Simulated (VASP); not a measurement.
Crystal: Sb.

```
Sb
1.0
     3.07338    0.00000    0.00000
     0.00000    3.07338    0.00000
     0.00000    0.00000    3.07338
Sb
1
Direct
  0.00000 0.00000 0.00000
```

This isn't the form of Sb at room conditions, which is rhombohedral.

The cell isn't the ideal one: volume scaled by 0.92.

| Item | Value |
| --- | --- |
| Program | VASP 6.6.1 |
| Task | relaxation of cell and atoms |
| Functional | RPBE |
| Dispersion | D3(BJ) |
| Potentials or basis | VASP PAW PBE potentials, release 64 (Sb) |
| Cutoff | 600 eV |
| k mesh | 6 × 6 × 6 |
| Occupations | gaussian, width 0.05 eV |
| Spin | non-collinear spin, typed start |
| Starting moments | [[-0.103, 0.324, -0.279]] μB |

At the start: pressure -14.9 GPa; volume 29.03 Å³/atom.

How do energy, volume and symmetry change on relaxing?

Over 7 steps the energy falls by 321.5 meV/atom and the volume is 23.44 Å³/atom (-19.3 %); space group Pm-3m (No. 221, to 0.05 Å); moment 0.00 μB per cell.

Step by step:
| step | energy change (eV) | largest force (eV/Å) | pressure (GPa) | volume (Å³) |
| --- | --- | --- | --- | --- |
| 1 | 0.0000 | 0.0000 | -14.94 | 29.03 |
| 2 | 0.0750 | 0.0000 | 35.56 | 19.08 |
| 3 | -0.3212 | 0.0000 | -0.61 | 23.57 |
| 4 | -0.3215 | 0.0000 | -0.12 | 23.47 |
| 5 | -0.3214 | 0.0000 | 0.39 | 23.37 |
| 6 | -0.3213 | 0.0000 | -0.47 | 23.54 |
| 7 | -0.3215 | 0.0000 | 0.02 | 23.44 |

Final structure:
```yaml
crystal:
  lattice:
    - [2.86195, 0.00000, 0.00000]
    - [0.00000, 2.86195, 0.00000]
    - [0.00000, 0.00000, 2.86195]
  atoms:
    - { symbol: Sb, position: [0.00000, 0.00000, 0.00000] }
```

Caveat: the volume moved by over 15 % at a fixed basis, so the end points are rough; the PAW data sets were made with another functional, which shifts forces and pressure a little; pairwise dispersion overbinds metals, which lowers pressure and volume.
